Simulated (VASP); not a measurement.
HgSe:

```
Hg Se
1.0
     0.00000    3.03900    3.03900
     3.03900    0.00000    3.03900
     3.03900    3.03900    0.00000
Hg Se
1 1
Direct
  0.00000 0.00000 0.00000
  0.25000 0.25000 0.25000
```

| Property | Result |
| --- | --- |
| Program | VASP 6.6.1 |
| Task | relaxation of cell and atoms |
| Functional | PBEsol |
| Potentials or basis | VASP PAW PBE potentials, release 64 (Hg, Se) |
| Cutoff | 600 eV |
| k mesh | 10 × 10 × 10 |
| Occupations | gaussian, width 0.03 eV |
| Spin | no spin polarisation |

At the start: pressure 1.9 GPa; volume 28.07 Å³/atom.

**Question.** Where does the relaxation end?

**Answer.** Over 3 steps the energy falls by 5.3 meV/atom and the volume is 29.01 Å³/atom (+3.4 %); space group F-43m (No. 216, to 0.05 Å).

The path:
```csv
step,energy change (eV),largest force (eV/Å),pressure (GPa),volume (Å³)
1,0.0000,0.0000,1.85,56.13
2,-0.0090,0.0000,-0.67,58.81
3,-0.0106,0.0000,0.00,58.03
```

Final structure:
```
Hg Se
1.0
     0.00000    3.07281    3.07281
     3.07281    0.00000    3.07281
     3.07281    3.07281    0.00000
Hg Se
1 1
Direct
  0.00000 0.00000 0.00000
  0.25000 0.25000 0.25000
```

Caveat: the PAW data sets were made with another functional, which shifts forces and pressure a little.
